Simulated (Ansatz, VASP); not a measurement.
Two plane-wave programs on WC

```xyz
2
Lattice="2.9221 0.0000 0.0000 -1.4610 2.5306 0.0000 0.0000 0.0000 2.8462" Properties=species:S:1:pos:R:3 pbc="T T T"
W     0.0000    0.0000    0.0000
C     0.0000    1.6871    1.4231
```

Alike in both runs: functional PBE; k mesh 15 × 15 × 15; occupations gaussian, width 0.1 eV; no spin polarisation.

Ansatz relaxed the structure, and its values are those at the end. VASP's run is a single point on that final structure, the one shown.

```csv
,VASP,Ansatz
version,VASP 6.6.1,Ansatz 0.2.0
potentials or method,"VASP PAW PBE potentials, release 64 (W_sv, C)","scalar-relativistic, plane waves, PAW"
plane-wave cutoff (eV),520,420
valence electrons in the cell,18,18
```

|  | VASP | Ansatz | Ansatz less VASP |
| --- | --- | --- | --- |
| gap on the k mesh at the Fermi level (eV) | none | none | - |
| pressure (GPa) | 1.1 | 0.0 | -1.07 |

A gap of «none» marks a metal or a gap that the smearing closes. With one functional, cell and mesh, what is left measures potentials, basis and numerics.

The runs have no spin-orbit coupling, so splittings on W are missing.
